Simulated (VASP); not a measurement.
The system is Os.

```
Os
1.0
    -1.53192    1.53192    1.53192
     1.53192   -1.53192    1.53192
     1.53192    1.53192   -1.53192
Os
1
Direct
  0.00000 0.00000 0.00000
```

This isn't the form of Os at room conditions, which is hcp.

Base run:

- Program: VASP 6.6.1
- Functional: PBEsol
- Potentials or basis: VASP PAW PBE potentials, release 64 (Os)
- Cutoff: 520 eV
- k mesh: 20 × 20 × 20
- Occupations: gaussian, width 0.5 eV
- Spin: no spin polarisation

Its results: band gap on the k mesh none (metal or under the smearing width); pressure 1.5 GPa.

Question: The run is repeated on the same cell with these changes: cutoff from 520 eV to 700 eV; occupations from gaussian, width 0.5 eV to gaussian, width 0.1 eV. What comes out?

Answer: Band gap on the k mesh none (metal or under the smearing width); pressure 0.2 GPa.

Caveats: the PAW data sets were made with another functional, which shifts forces and pressure a little.
